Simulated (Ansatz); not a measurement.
# Mo (Im-3m) in Ansatz: notebook

Aim: see how the results for Mo move with the level of theory and the settings. Levels: PBE, LDA. Tasks: single point.

Program: Ansatz 0.2.0. These are calculated values, not measurements. Logs are shortened: lines on timing, memory, paths and dates and some standing lists are left out, and cuts for length are marked.

### Step 1. The crystal as given

Symmetry: Im-3m, No. 229, cubic system. Conventional cell: a = 3.168 Å, b = 3.168 Å, c = 3.168 Å, α = 90.00°, β = 90.00°, γ = 90.00°. Mo (site symmetry m-3m) is surrounded by 8 Mo at 2.74 Å.

### Step 2. Single point, PBE

input.yaml reads:

```yaml
crystal:
  lattice:
    - [-1.5838089719, 1.5838089719, 1.5838089719]
    - [1.5838089719, -1.5838089719, 1.5838089719]
    - [1.5838089719, 1.5838089719, -1.5838089719]
  atoms:
    - { symbol: Mo, position: [0.0, 0.0, 0.0] }
kpoints:
  mp_grid: { grid: [5, 5, 5] }
scf:
  occupations: { method: fermi_dirac, width: 0.06 }
hamiltonian:
  xc: pbe
  pseudopotentials: { kind: all_electron, lapw: { basis_error: 0.004 } }
output:
  forces: true
  stress: true
  eigenvalues: true
```

Potentials or basis: all-electron LAPW, scalar-relativistic.

Command:

```console
ansatz run input.yaml --threads 1 --pin off --max-ram 3072MiB --backend cpu --events-out ev --progress --plain --runs-dir out
```

The log of the run:

```text
Warning: RAYON_NUM_THREADS=1 ignored (pool sized by the plan → 1); use --threads N
LAPW: plane waves up to 7.486 Å⁻¹, error target 4.0e-3 eV per atom; small_component_spin mean_spin; Mo in spheres of 1.372 Å, 24 of its electrons in bands, Dirac shells [] (how accurate: hamiltonian.pseudopotentials.lapw.basis_error, Limitations)
Engine: ansatz 0.2.0, aarch64-unknown-linux-gnu
Pseudopotentials: kind: all_electron
Pseudopotential: Mo, LAPW, valence charge 24, lapw/all_electron/scalar/gaussian/Mo, Koelling and Harmon's equation, gaussian nucleus
Functional definition: PBE
  parameter kappa = 0.804
  parameter beta = 0.06672455060314922
  exchange = pbe_x(kappa = kappa, mu = beta*pi^2/3)
  correlation = pbe_c(beta = beta)
Crystal: 1 atoms, lattice volume = 15.892 Å³
Basis set: ecut = 213.48998529642736 eV, 135 PW (Γ), exchange–correlation at level 2
Bands: 16, of which v1, the nominal top of the filled ones, is band 12 counted from 1 (11 counted from 0)
Symmetry: 48 space group operations
Space group: Im-3m (ITA 229), of the structure as read, at distance tolerance 2.5e-5 Å
k-points: 10 of 125
Non-local potential: Mo, projectors of the file, none
Initial density: superposition of atomic densities (chi_scale 0.1, normalization cell)
Initial wavefunctions: plane waves of lowest kinetic energy (no species holds an atomic orbital)
Functional: x = pbe(κ = 0.804, μ = 0.2195149727645171), c = pbe(β = 0.06672455060314922)
iter 1 solved again at ethr=1.26e-3 eV; its pass at ethr=1.00e-1 eV (dr2=3.02e-1 eV) is discarded
SCF iter   1: F=—  HF=-110178.502495 eV  |F-HF|=—  |Δ(HF+E_count)|=         —  Δρ=5.60e-2  dr2=3.03e-1  ethr=1.26e-3  ⟨swp⟩=2.1  Hψ=1042  notcnv=0
preconditioner: auto → none  [insulator: Δε(μ)=0.399 eV  Ē_g=8.513 eV  σ=0.060 eV  W_gap=0.88  n_scr=12 (ndim 8)  ℏωp=22.8 eV  f_vac=0.000  D(μ)=0.38/eV (n_scr^D=0)  ε∞_Penn≈8.2]
iter 2 solved again at ethr=3.11e-5 eV; its pass at ethr=1.26e-3 eV (dr2=7.47e-3 eV) is discarded
SCF iter   2: F=—  HF=-110177.893279 eV  |F-HF|=—  |Δ(HF+E_count)|=   6.09e-1  Δρ=1.09e-2  dr2=7.48e-3  ethr=3.11e-5  ⟨swp⟩=2.0  Hψ=826  notcnv=0
SCF iter   3: F=—  HF=-110177.883553 eV  |F-HF|=—  |Δ(HF+E_count)|=   9.73e-3  Δρ=6.06e-3  dr2=2.39e-3  ethr=3.11e-5  ⟨swp⟩=2.0  Hψ=464  notcnv=0
SCF iter   4: F=—  HF=-110177.883503 eV  |F-HF|=—  |Δ(HF+E_count)|=   5.06e-5  Δρ=6.04e-4  dr2=2.27e-5  ethr=9.96e-6  ⟨swp⟩=2.0  Hψ=464  notcnv=0
SCF iter   5: F=—  HF=-110177.883521 eV  |F-HF|=—  |Δ(HF+E_count)|=   1.81e-5  Δρ=2.23e-5  dr2=2.76e-8  ethr=9.44e-8  ⟨swp⟩=2.0  Hψ=464  notcnv=0
SCF iter   6: F=-110177.883521 eV  HF=-110177.883521 eV  |F-HF|=1.57e-9  |Δ(HF+E_count)|=   2.11e-7  Δρ=3.83e-6  dr2=1.69e-9  ethr=1.15e-10  ⟨swp⟩=3.1  Hψ=489  notcnv=0
SCF 1 converged in 6 iterations: F = -110177.883521 eV  dr2 = 1.69e-9
SCF converged after 6 iterations
Free energy (F): -110177.883521 eV
Harris-Foulkes:  -110177.883521 eV  (|F-HF|=1.57e-9)
Internal energy: -110177.860816 eV  (E = F + TS)
E sigma→0 (E₀):  -110177.872169 eV
Entropy (-TS):   -0.022705 eV (-22.705 meV/atom)
Fermi energy:    23.193379 eV
--- Per-component energies (eV) ---
  E_band       = -1974.042948
  E_kinetic    = 114176.693727
  E_xc         = -3371.092389
  E_electrostatic = -220983.462154  (all electrons and nuclei)
  E_smearing   = -0.022705  (= −TS)
  E_closure    = 0.000000  (closes the sum)
  E_atoms      = -110166.923224  (free atoms, spherical and without spin; not in F)
  Σ components = -110177.883521   (vs F -110177.883521, Δ=0.00e0)
  Basis errors (estimates in eV, not in F): energy 9.8e-4 per atom: plane waves 8.0e-4 (4.3e-4 summed), levels above the bands 8.2e-75, relativity 6.2e-8, radial functions 1.8e-4, core shells 3.8e-6; eigenvalues (radial functions only) 3.8e-6; not estimated: angular momenta, meshes, grids; target (lapw.basis_error) 4.0e-3; muffin-tin radii Mo 1.372 Å
--- Forces (eV/Å), atoms counted from 1 ---
  atom   1  Mo    -0.00000000    -0.00000000    -0.00000000
  max |Σ_I F_I| component: 1.64e-31 eV/Å
--- Stress (GPa, compression-positive) ---
       -3.892560       0.000000       0.000000
        0.000000      -3.892560       0.000000
        0.000000       0.000000      -3.892560
  P = ⅓ Tr σ = -3.8926 GPa (-38.926 kbar)
--- Band table (eV; the first three rows and the last of 10) ---
  k-point 0: bands = ["-194.7056", "-194.7056", "-194.6737", "-194.6737", "-194.6737", "-38.1867", "-11.4879", "-11.4879", "-11.4879", "15.8378", "21.7256", "21.7256", "21.7256", "24.6862", "24.6862", "37.6741"]
  k-point 1: bands = ["-194.7056", "-194.7056", "-194.6737", "-194.6737", "-194.6737", "-38.1022", "-11.9699", "-11.6386", "-11.4914", "17.3051", "20.9286", "21.4723", "23.2852", "24.0956", "24.7656", "38.1046"]
  k-point 2: bands = ["-194.7056", "-194.7056", "-194.6737", "-194.6737", "-194.6737", "-37.9626", "-12.7031", "-11.8746", "-11.4975", "17.9524", "19.8830", "23.4150", "24.7325", "25.2010", "26.8123", "35.4574"]
  k-point 9: bands = ["-194.7056", "-194.7056", "-194.6737", "-194.6737", "-194.6737", "-37.7981", "-12.4081", "-12.3190", "-12.3190", "18.1780", "18.4067", "25.2138", "25.2138", "26.2674", "29.9754", "34.6304"]
```

Wall time 1.1 s (1 thread of Arm Neoverse V1, shared host); peak memory 0.19 GiB.

What came out:

```yaml
Free_energy: -110177.8835 eV
Pressure: -3.9 GPa
Band_gap_on_the_k_mesh: none (metal or under the smearing width)
```

Caveat: the k mesh is coarse (spacing up to 0.56 Å⁻¹), so the values aren't converged; the k mesh is thin for a metal, which can move the energy by tens of meV per atom.

### Step 3. Single point, PBE

input.yaml reads:

```yaml
crystal:
  lattice:
    - [-1.5838089719, 1.5838089719, 1.5838089719]
    - [1.5838089719, -1.5838089719, 1.5838089719]
    - [1.5838089719, 1.5838089719, -1.5838089719]
  atoms:
    - { symbol: Mo, position: [0.0, 0.0, 0.0] }
kpoints:
  mp_grid: { grid: [12, 12, 12] }
scf:
  occupations: { method: gaussian, width: 0.02 }
hamiltonian:
  xc: pbe
  pseudopotentials: { kind: all_electron, lapw: { basis_error: 0.001 } }
output:
  forces: true
  stress: true
  eigenvalues: true
```

Potentials or basis: all-electron LAPW, scalar-relativistic.

Command:

```console
ansatz run input.yaml --threads 1 --pin off --max-ram 3072MiB --backend cpu --events-out ev --progress --plain --runs-dir out
```

Wall time 5.8 s (1 thread of Arm Neoverse V1, shared host); peak memory 0.26 GiB.

The run converged. Its results:

- Free energy: -110177.8614 eV
- Pressure: -1.9 GPa
- Band gap on the k mesh: none (metal or under the smearing width)

Levels at points of the mesh, in eV from the Fermi level:
```csv
k point,band 11,band 12,band 13,band 14,band 15,band 16,band 17,band 18,band 19
"(0.00, 0.00, 0.00)",-34.52,-34.52,-7.12,-1.27,-1.27,-1.27,1.69,1.69,14.73
"(0.00, 0.00, -0.50)",-34.94,-34.53,-5.16,-3.26,1.61,1.71,2.32,4.68,11.43
"(-0.50, -0.50, -0.50)",-35.44,-35.44,-5.25,-5.25,3.94,3.94,3.94,8.98,8.98
```

### Step 4. Single point, LDA

Changes to input.yaml since step 3:

```diff
@@ -10,5 +10,5 @@
 scf:
-  occupations: { method: gaussian, width: 0.02 }
+  occupations: { method: gaussian, width: 0.1 }
 hamiltonian:
-  xc: pbe
+  xc: lda
   pseudopotentials: { kind: all_electron, lapw: { basis_error: 0.001 } }
```

Command:

```console
ansatz run input.yaml --threads 1 --pin off --max-ram 3072MiB --backend cpu --events-out ev --progress --plain --runs-dir out
```

Run time: 5.8 s. Hardware: 1 thread of Arm Neoverse V1, shared host; peak memory 0.25 GiB.

The run converged. Its results:

| Quantity | Value |
| --- | --- |
| Free energy | -110064.7997 eV |
| Pressure | -14.1 GPa |
| Band gap on the k mesh | none (metal or under the smearing width) |

Levels at points of the mesh, in eV from the Fermi level:
| k point | band 13 | band 14 | band 15 | band 16 | band 17 | band 18 |
| --- | --- | --- | --- | --- | --- | --- |
| (0.00, 0.00, 0.00) | -7.14 | -1.28 | -1.28 | -1.28 | 1.65 | 1.65 |
| (0.00, 0.00, -0.50) | -5.18 | -3.28 | 1.65 | 1.68 | 2.28 | 4.72 |
| (-0.50, -0.50, -0.50) | -5.28 | -5.28 | 3.97 | 3.97 | 3.97 | 8.95 |

### Step 5. Summary

| level | k mesh | cutoff (eV) | smearing | basis error allowed | mesh quality | gap on the mesh (eV) | pressure (GPa) |
| --- | --- | --- | --- | --- | --- | --- | --- |
| PBE | 5 × 5 × 5 | 213 | fermi-dirac 0.06 eV | 0.004 eV/atom | coarse | none | -3.9 |
| PBE | 12 × 12 × 12 | 249 | gaussian 0.02 eV | 0.001 eV/atom | not flagged | none | -1.9 |
| LDA | 12 × 12 × 12 | 248 | gaussian 0.1 eV | 0.001 eV/atom | not flagged | none | -14.1 |

Alike in all rows: task single point; potentials or basis all-electron LAPW, scalar-relativistic; no spin polarisation; cell as given.

Caveats: some runs use coarse meshes; the k mesh is thin for a metal, which can move the energy by tens of meV per atom (some runs).

Compare energies only between runs with the same functional and basis.
